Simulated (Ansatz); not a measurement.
TiSi2, 3 atoms in the cell. The structure is orthorhombic, space group Immm (No. 71). The conventional cell has a = 2.946 Å, b = 3.424 Å, c = 8.424 Å, α = 90.00°, β = 90.00°, γ = 90.00°. Ti (site symmetry mmm) is surrounded by 10 Si at 2.67 to 2.78 Å and 2 Ti at 2.95 Å. Si (site symmetry mm2) has 7 Si at 2.63 to 2.95 Å and 5 Ti at 2.67 to 2.78 Å as nearest neighbours. The cell comes from a database or a generator and needn't be the stable form of this composition.

- Program: Ansatz 0.2.0
- Task: single point
- Functional: HSE06 form with a typed share of exact exchange
- Potentials or basis: Ansatz PAW
- Cutoff: 420 eV (not typed: the program's choice for these potentials)
- k mesh: 6 × 6 × 6
- Occupations: fermi-dirac, width 0.05 eV
- Spin: no spin polarisation
- Screening (1/Å): 0.3
- Share of exact exchange: 0.25

Potentials or basis: Ansatz PAW.

Command:

```sh
$ ansatz run input.yaml --threads 2 --pin off --max-ram 5632MiB --backend cpu --events-out ev --progress --plain --runs-dir out
```

Hardware: 2 threads of Intel(R) Xeon(R) 6975P-C (Granite Rapids), with other jobs on the host.

Problem. Estimate the wall time of this run.

Solution. Wall time 28 s on 2 threads of Intel(R) Xeon(R) 6975P-C (Granite Rapids) (shared host), peak memory 1.7 GiB. Counts: scf iterations 24, plane waves 839, k points 46, bands 14.
